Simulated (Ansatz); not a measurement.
Gas-phase electronic energies from Ansatz, PBE0-D4/def2-TZVP geometries. CCSD(T)/CBS is the MP2 limit (def2-TZVPP, def2-QZVPP) plus CCSD(T) − MP2 in def2-TZVPP, frozen cores. Double bonds are as drawn, so ΔE can hold a change between cis and trans. Functionals use def2-TZVPP. B3LYP here is the variant with VWN-RPA as its local correlation; programs differ in this. One conformer a species, not always the lowest.

Reaction (ligand exchange at the Al–N bond): `C/C=C\[NH][AlH2]` + `N=C(N)O` → `N/C(O)=[N]\[AlH2]` + `C/C=C/N`

```json
{"level": "r2SCAN-D4", "ΔE (kJ/mol)": "-9.8", "difference from CCSD(T)/CBS": "-6.4"}
{"level": "B3LYP-D4", "ΔE (kJ/mol)": "-9.0", "difference from CCSD(T)/CBS": "-5.6"}
{"level": "ωB97X-V", "ΔE (kJ/mol)": "-8.0", "difference from CCSD(T)/CBS": "-4.6"}
{"level": "B2PLYP", "ΔE (kJ/mol)": "-8.8", "difference from CCSD(T)/CBS": "-5.4"}
{"level": "PBE", "ΔE (kJ/mol)": "-9.8", "difference from CCSD(T)/CBS": "-6.4"}
{"level": "PBE0", "ΔE (kJ/mol)": "-10.3", "difference from CCSD(T)/CBS": "-6.9"}
{"level": "B3LYP", "ΔE (kJ/mol)": "-11.9", "difference from CCSD(T)/CBS": "-8.5"}
{"level": "HF/def2-TZVPP", "ΔE (kJ/mol)": "-13.9", "difference from CCSD(T)/CBS": "-10.5"}
{"level": "MP2/def2-TZVPP", "ΔE (kJ/mol)": "-4.0", "difference from CCSD(T)/CBS": "-0.6"}
{"level": "SCS-MP2/def2-TZVPP", "ΔE (kJ/mol)": "-4.3", "difference from CCSD(T)/CBS": "-0.9"}
{"level": "CCSD(T)/def2-TZVPP", "ΔE (kJ/mol)": "-2.4", "difference from CCSD(T)/CBS": "1.0"}
{"level": "HF/def2-QZVPP", "ΔE (kJ/mol)": "-13.3", "difference from CCSD(T)/CBS": "-9.9"}
{"level": "SCS-MP2/def2-QZVPP", "ΔE (kJ/mol)": "-4.7", "difference from CCSD(T)/CBS": "-1.3"}
{"level": "HF/CBS(def2)", "ΔE (kJ/mol)": "-13.2", "difference from CCSD(T)/CBS": "-9.8"}
{"level": "MP2/CBS(def2)", "ΔE (kJ/mol)": "-5.0", "difference from CCSD(T)/CBS": "-1.6"}
{"level": "CCSD/CBS(def2)", "ΔE (kJ/mol)": "-4.6", "difference from CCSD(T)/CBS": "-1.2"}
{"level": "CCSD(T)/CBS", "ΔE (kJ/mol)": "-3.4", "difference from CCSD(T)/CBS": "0"}
```

Largest T1 diagnostic among the species: 0.014.

In def2-TZVPP, CCSD(T) changes the Hartree–Fock value by +11.4 kJ/mol (the triples alone add +1.2 kJ/mol) and MP2 by +9.8 kJ/mol.

CCSD(T)/CBS has its own doubt, a few kJ/mol and more with outer-core shells, so smaller differences from it don't rank the levels.
